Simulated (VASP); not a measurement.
MgSe:

```xyz
2
Lattice="0.0000 2.7255 2.7255 2.7255 0.0000 2.7255 2.7255 2.7255 0.0000" Properties=species:S:1:pos:R:3 pbc="T T T"
Se    2.7255    2.7255    2.7255
Mg    0.0000    0.0000    0.0000
```

Base run:

| Property | Result |
| --- | --- |
| Program | VASP 6.6.1 |
| Functional | LDA |
| Potentials or basis | VASP PAW LDA potentials, release 64 (Se, Mg) |
| Cutoff | 520 eV |
| k mesh | 8 × 8 × 8 |
| Occupations | gaussian, width 0.02 eV |
| Spin | no spin polarisation |

Its results: band gap on the k mesh 1.65 eV, indirect (least direct gap 2.40 eV).

Question: The run is repeated on the same cell with these changes: functional from LDA to TB-mBJ; potentials or basis from VASP PAW LDA potentials, release 64 (Se, Mg) to VASP PAW PBE potentials, release 64 (Se, Mg). What comes out?

Answer: Band gap on the k mesh 2.79 eV, indirect (least direct gap 3.80 eV).
